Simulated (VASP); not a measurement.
Write the native input for VASP 6.6.1 that does the following.

| Quantity | Value |
| --- | --- |
| Task | relaxation of cell and atoms |
| Functional | PBE |
| Potentials or basis | VASP PAW PBE potentials, release 64 (Ta_pv, C) |
| Cutoff | 600 eV |
| k mesh | 14 × 14 × 14 |
| Occupations | methfessel-paxton, width 0.1 eV |
| Spin | no spin polarisation |
| Further INCAR settings | ALGO = Normal; EDIFF = 1e-06; IBRION = 2; EDIFFG = -0.01; NSW = 90; ISIF = 3 |

The structure of TaC lies in POSCAR:

```
TaC
1.0
    0.0000000000      2.2230000000      2.2230000000
    2.2230000000      0.0000000000      2.2230000000
    2.2230000000      2.2230000000      0.0000000000
Ta C
1 1
Direct
    0.0000000000      0.0000000000      0.0000000000
    0.5000000000      0.5000000000      0.5000000000
```

These files were run (other wordings do the same):

INCAR

```
ALGO = Normal
EDIFF = 1E-6
EDIFFG = -0.01
ENCUT = 600
GGA = PE
IBRION = 2
ISIF = 3
ISMEAR = 1
KPAR = 2
LASPH = T
LCHARG = F
LREAL = F
LWAVE = F
NELM = 80
NSW = 90
PREC = Accurate
SIGMA = 0.1
```

KPOINTS

```
k-points
0
Gamma
  14 14 14
```

Potentials or basis: VASP PAW PBE potentials, release 64 (Ta_pv, C).

Launch:

```bash
$ cat potpaw_PBE.64/Ta_pv/POTCAR potpaw_PBE.64/C/POTCAR > POTCAR
$ mpirun -np 2 vasp_std > vasp.out
```

Results of the run:

```json
{
 "Relaxed volume": "11.23 Å³/atom",
 "Relaxed cell": "a = 3.167 Å, b = 3.167 Å, c = 3.167 Å, α = 60.00°, β = 60.00°, γ = 60.00°",
 "Space group after relaxing (to 0.05 Å)": "Fm-3m (No. 225)",
 "Energy gained by relaxing": "5.4 meV/atom",
 "Ionic steps": "3",
 "Pressure after relaxing": "-0.1 GPa",
 "Band gap on the k mesh": "none (metal or under the smearing width)"
}
```

Run time: 36 s on 2 MPI ranks on Intel(R) Xeon(R) Platinum 8259CL CPU @ 2.50GHz (Skylake/Cascade Lake) (shared host), peak memory 0.18 GiB a rank.
